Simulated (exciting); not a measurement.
# MnS (F-43m) in exciting: reference runs

Aim: a first look at MnS with PBEsol, on the cell as given.

Everything below comes from runs of exciting (release sodium). Logs are shortened: lines on timing, memory, paths and dates and some standing lists are left out, and cuts for length are marked.

### Step 1. The crystal as given

It takes space group F-43m (No. 216, cubic). The conventional cell has a = 4.947 Å, b = 4.947 Å, c = 4.947 Å, α = 90.00°, β = 90.00°, γ = 90.00°. Around Mn (site symmetry -43m) lie 4 S at 2.14 Å. S (site symmetry -43m) is surrounded by 4 Mn at 2.14 Å.

The cell is a database's computed one.

### Step 2. Single point, PBEsol, collinear spin, ferromagnetic start

Contents of input.xml:

```xml
<input>
  <title>MnS</title>
  <structure speciespath="./" tshift="false">
    <crystal scale="1">
      <basevect>0.000000000000 6.610272402568 0.000000000000</basevect>
      <basevect>-5.397264815743 3.305136201378 1.908221275585</basevect>
      <basevect>0.000000000000 3.305136201378 5.724663826567</basevect>
    </crystal>
    <species speciesfile="Mn.xml" rmt="1.97">
      <atom coord="0.000000000000 0.000000000000 0.000000000000" bfcmt="0 0 -8"/>
    </species>
    <species speciesfile="S.xml" rmt="1.87">
      <atom coord="0.750000000000 0.750000000000 0.750000000000" bfcmt="0 0 0"/>
    </species>
  </structure>
  <groundstate do="fromscratch" ngridk="9 9 9" rgkmax="8.5" gmaxvr="14" lmaxapw="10" lmaxmat="10" lmaxvr="8" xctype="GGA_PBE_SOL" stype="Fermi Dirac" swidth="0.00183747" nempty="24" ValenceRelativity="iora*" epsengy="1e-05" epspot="1e-05" maxscl="90" tforce="true" outputlevel="normal">
    <spin reducebf="0.5"/>
  </groundstate>
</input>
```

Potentials or basis: all-electron LAPW+lo, shipped species files, valence relativity iora*.

Started as:

```bash
> OMP_NUM_THREADS=1 exciting_smp
```

INFO.OUT:

```text
================================================================================
EXCITING SODIUM started
[... 10 lines left out ...]

 Lattice vectors (cartesian) :
      0.0000000000      6.6102724026      0.0000000000
     -5.3972648157      3.3051362014      1.9082212756
      0.0000000000      3.3051362014      5.7246638266

 Reciprocal lattice vectors (cartesian) :
      0.3880474970      0.9505183636     -0.5487820331
     -1.1641424910      0.0000000000      0.0000000000
      0.3880474970     -0.0000000000      1.0975640662

 Unit cell volume                           :     204.2410677425
 Brillouin zone volume                      :       1.2144972418

 Species :    1 (Mn)
     parameters loaded from                 :    Mn.xml
     name                                   :    manganese
     nuclear charge                         :     -25.00000000
     electronic charge                      :      25.00000000
     atomic mass                            :  100145.93690000
     muffin-tin radius                      :       1.97000000
     # of radial points in muffin-tin       :     350

     atomic positions (lattice) :
       1 :   0.00000000  0.00000000  0.00000000

     magnetic fields (cartesian) :
       1 :   0.00000000  0.00000000 -8.00000000

 Species :    2 (S)
     parameters loaded from                 :    S.xml
     name                                   :    sulphur
     nuclear charge                         :     -16.00000000
     electronic charge                      :      16.00000000
     atomic mass                            :   58452.74216000
     muffin-tin radius                      :       1.87000000
     # of radial points in muffin-tin       :     300

     atomic positions (lattice) :
       1 :   0.75000000  0.75000000  0.75000000

     magnetic fields (cartesian) :
       1 :   0.00000000  0.00000000  0.00000000

 Total number of atoms per unit cell        :       2

 Spin treatment                             :    spin-polarised
 Global magnetic field (cartesian) :        0.00000000   0.00000000   0.00000000
 collinear magnetisation in z-direction

 Number of Bravais lattice symmetries       :      48
 Number of crystal symmetries               :      24

 k-point grid                               :       9    9    9
 Total number of k-points                   :      55
 k-point set is reduced with crystal symmetries

 R^MT_min * |G+k|_max (rgkmax)              :       8.50000000
 Species with R^MT_min                      :       2 (S)
 Maximum |G+k| for APW functions            :       4.54545455
 Maximum |G| for potential and density      :      14.00000000

 G-vector grid sizes                        :      30    30    30
 Total number of G-vectors                  :    9409

 Maximum angular momentum used for
     APW functions                          :      10
     computing H and O matrix elements      :      10
     potential and density                  :       8
     inner part of muffin-tin               :       2

 Total nuclear charge                       :     -41.00000000
 Total electronic charge                    :      41.00000000
 Total core charge                          :      20.00000000
 Total valence charge                       :      21.00000000

 Number of empty states                     :      24
 Total number of valence states             :      70

 Maximum Hamiltonian size                   :     349
 Maximum number of plane-waves              :     332
 Total number of local-orbitals             :      17

 Exchange-correlation type                  :      22
     PBEsol, Phys. Rev. Lett. 100, 136406 (2008)
     Generalised gradient approximation (GGA)

[... 20 lines left out ...]
+ SCF iteration number :    1                                                  +
++++++++++++++++++++++++++++++++++++++++++++++++++++++++++++++++++++++++++++++++
 Total energy                               :     -1559.76198677
 _______________________________________________________________
 Fermi energy                               :         0.27809323
 Kinetic energy                             :      1569.72772398
 Coulomb energy                             :     -3053.09471754
 Exchange energy                            :       -74.34257355
 Correlation energy                         :        -2.05241966
 No external B-field energy in total energy

 DOS at Fermi energy (states/Ha/cell)       :        66.93803051

 Electron charges :
     core                                   :        20.00000000
     core leakage                           :         0.00064816
     valence                                :        21.00000000
     interstitial                           :         4.19819428
     charge in muffin-tin spheres :
                  atom     1    Mn          :        23.25545010
                  atom     2     S          :        13.54635562
     total charge in muffin-tins            :        36.80180572
     total charge                           :        41.00000000

 Moments :
     interstitial                           :         0.08967849
     moment in muffin-tin spheres :
                  atom     1    Mn          :         1.14178647
                  atom     2     S          :        -0.04890595
     total moment in muffin-tins            :         1.09288052
     total moment                           :         1.18255902

++++++++++++++++++++++++++++++++++++++++++++++++++++++++++++++++++++++++++++++++
+ SCF iteration number :    2                                                  +
++++++++++++++++++++++++++++++++++++++++++++++++++++++++++++++++++++++++++++++++
 Total energy                               :     -1554.76985933
 _______________________________________________________________
 Fermi energy                               :         0.30056230
 Kinetic energy                             :      1572.45375281
 Coulomb energy                             :     -3051.06887392
 Exchange energy                            :       -74.10364877
 Correlation energy                         :        -2.05108945
 No external B-field energy in total energy
[... 711 lines left out ...]
++++++++++++++++++++++++++++++++++++++++++++++++++++++++++++++++++++++++++++++++
+ SCF iteration number :   21                                                  +
++++++++++++++++++++++++++++++++++++++++++++++++++++++++++++++++++++++++++++++++
 Total energy                               :     -1556.14407593
 _______________________________________________________________
 Fermi energy                               :         0.29581194
 Kinetic energy                             :      1571.99414791
 Coulomb energy                             :     -3051.92005827
 Exchange energy                            :       -74.16496453
 Correlation energy                         :        -2.05320105
 No external B-field energy in total energy

 DOS at Fermi energy (states/Ha/cell)       :        67.34239744

 Electron charges :
     core                                   :        20.00000000
     core leakage                           :         0.00063991
     valence                                :        21.00000000
     interstitial                           :         4.37911116
     charge in muffin-tin spheres :
                  atom     1    Mn          :        23.04888273
                  atom     2     S          :        13.57200611
     total charge in muffin-tins            :        36.62088884
     total charge                           :        41.00000000

 Moments :
     interstitial                           :         0.02670323
     moment in muffin-tin spheres :
                  atom     1    Mn          :         0.20521061
                  atom     2     S          :        -0.00356873
     total moment in muffin-tins            :         0.20164188
     total moment                           :         0.22834511

 RMS change in effective potential (target) :  0.309212E-07  ( 0.100000E-04)
 Absolute change in total energy   (target) :  0.428044E-05  ( 0.100000E-04)
 Charge distance                   (target) :  0.152893E-06  ( 0.100000E-04)
 Abs. change in max-nonIBS-force   (target) :   0.00000      ( 0.500000E-04)

++++++++++++++++++++++++++++++++++++++++++++++++++++++++++++++++++++++++++++++++
| Convergency criteria checked for the last 2 iterations                       +
| Convergence targets achieved. Performing final SCF iteration                 +
++++++++++++++++++++++++++++++++++++++++++++++++++++++++++++++++++++++++++++++++
 Total energy                               :     -1556.14407392
 _______________________________________________________________
 Fermi energy                               :         0.29581229
 Kinetic energy                             :      1571.99414999
 Coulomb energy                             :     -3051.92005848
 Exchange energy                            :       -74.16496440
 Correlation energy                         :        -2.05320103
 No external B-field energy in total energy

 DOS at Fermi energy (states/Ha/cell)       :        67.34046307

 Electron charges :
     core                                   :        20.00000000
     core leakage                           :         0.00063991
     valence                                :        21.00000000
     interstitial                           :         4.37911174
     charge in muffin-tin spheres :
                  atom     1    Mn          :        23.04888210
                  atom     2     S          :        13.57200616
     total charge in muffin-tins            :        36.62088826
     total charge                           :        41.00000000

 Moments :
     interstitial                           :         0.02670692
     moment in muffin-tin spheres :
                  atom     1    Mn          :         0.20525063
                  atom     2     S          :        -0.00357075
     total moment in muffin-tins            :         0.20167988
     total moment                           :         0.22838680

++++++++++++++++++++++++++++++++++++++++++++++++++++++++++++++++++++++++++++++++
+ Self-consistent loop stopped                                                 +
++++++++++++++++++++++++++++++++++++++++++++++++++++++++++++++++++++++++++++++++
 STATE.OUT is written

--------------------------------------------------------------------------------
- Writing atomic positions and forces                                          -
--------------------------------------------------------------------------------

 Atomic positions (lattice) :
 atom     1  Mn  :     0.00000000    0.00000000    0.00000000
 atom     2   S  :     0.75000000    0.75000000    0.75000000

 Total atomic forces including IBS (cartesian) :
 atom     1  Mn  :    -0.00000000    0.00000000   -0.00000000
 atom     2   S  :     0.00000000   -0.00000000    0.00000000

 Atomic force components including IBS (cartesian) :
 atom     1  Mn  :    -0.00000000    0.00000000    0.00000000   HF force
                 :    -0.00000000    0.00000000   -0.00000000   core correction
                 :     0.00000000    0.00000000    0.00000000   IBS correction
 atom     2   S  :     0.00000000   -0.00000000   -0.00000000   HF force
                 :     0.00000000   -0.00000000    0.00000000   core correction
                 :    -0.00000000   -0.00000000   -0.00000000   IBS correction

********************************************************************************
* Groundstate module stopped                                                   *
********************************************************************************

================================================================================
| EXCITING SODIUM stopped                                                      =
================================================================================
```

Run time: 4.8 min. Hardware: 1 thread of Arm Neoverse V1, shared host; peak memory 0.15 GiB.

What came out:

* Free energy: -42344.8576 eV
* Band gap on the k mesh: none (metal or under the smearing width)
* Net moment: 0.23 μB per cell
* Site moments: Mn +0.21; S -0.00 μB
* All electrons inside the program's atomic spheres: Mn 23.05; S 13.57 (radii Mn 1.97, S 1.87 bohr)

Caveat: the log's total energy holds no entropy term; the free energy is that total less TS from the occupations; semilocal functionals often make such compounds metallic where correlation or magnetic order opens a gap, which also shifts bond lengths.
